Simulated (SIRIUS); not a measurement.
Mo: changing the dispersion correction

```cif
data_structure
_symmetry_space_group_name_H-M 'P 1'
_symmetry_Int_Tables_number 1
_cell_length_a 2.7432
_cell_length_b 2.7432
_cell_length_c 2.7432
_cell_angle_alpha 109.471
_cell_angle_beta 109.471
_cell_angle_gamma 109.471
_cell_volume 15.89
loop_
_atom_site_label
_atom_site_type_symbol
_atom_site_fract_x
_atom_site_fract_y
_atom_site_fract_z
_atom_site_occupancy
Mo1 Mo 0.00000 0.00000 0.00000 1
```

Kept alike: task equation of state; functional PBE; k mesh 12 × 12 × 12; occupations fermi-dirac, width 0.05 eV; no spin polarisation. Program: SIRIUS, all-electron FP-LAPW, apw+lo standard, cutoff 169 eV. The mesh is that of the run's cell of 1 atom. No spin-orbit coupling.

| dispersion correction | volume (Å³/atom) | bulk modulus (GPa) |
| --- | --- | --- |
| D3(zero) | 15.351 | 279.2 |
| D3(BJ) | 15.323 | 278.4 |
| D4 | 15.423 | 275.2 |
| none | 15.769 | 261.4 |

For a metal such a mesh leaves the last digits unconverged. Volume and modulus come from cells scaled at fixed shape and fractions.

The volume runs from 15.323 (D3(BJ)) to 15.769 Å³/atom (none). Against no correction: D3(zero) -2.7 %; D3(BJ) -2.8 %; D4 -2.2 %. Dispersion terms mostly attract and so lower the volume; the schemes' coefficients and damping set how far. Measured: 15.59 Å³/atom (pmc:5456621, doi:10.3390/ma9100834); nearest D4; none, 0.17 Å³/atom off. The runs are for a static lattice. The bulk modulus runs from 261.4 (none) to 279.2 GPa (D3(zero)).
